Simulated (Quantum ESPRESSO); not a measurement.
CuI (Marshite) in Quantum ESPRESSO: the effect of functional

CuI (Marshite):

```
I Cu
1.0
     0.00000    3.03150    3.03150
     3.03150    0.00000    3.03150
     3.03150    3.03150    0.00000
I Cu
1 1
Direct
  0.00000 0.00000 0.00000
  0.75000 0.75000 0.75000
```

Alike in all runs:

| Property | Result |
| --- | --- |
| Program | Quantum ESPRESSO 7.5 |
| Task | phonons |
| Cutoff | 762 eV |
| Density cutoff | 6095 eV |
| k mesh | 4 × 4 × 4, shifted |
| Occupations | fermi-dirac, width 0.05 eV |
| Spin | no spin polarisation |

Each run relaxes the cell or the atoms first.

```tsv
functional	potentials or basis	relaxed volume (Å³/atom)	dielectric constant (mean)	highest phonon frequency (cm⁻¹)
LDA	GBRV 1.5 LDA	25.21	6.94	156
PBE	GBRV 1.5 PBE	28.02	6.43	124
PW91	GBRV 1.5 PBE	27.90	6.45	123
BLYP	GBRV 1.5 PBE	30.34	6.15	105
RPBE	GBRV 1.5 PBE	?	?	?
vdW-DF-cx	GBRV 1.5 PBE	26.47	6.67	142
```

Task: What does the run with functional RPBE give?

Result: Relaxed volume 29.55 Å³/atom; dielectric constant 6.06 mean; highest phonon frequency 106 cm⁻¹.

Caveats: the potentials were made for another functional, which shifts forces and pressure (some runs); before the sum rule the acoustic modes lie tens of cm⁻¹ from zero, a sign that the density grid also shifts the optical modes (some runs).
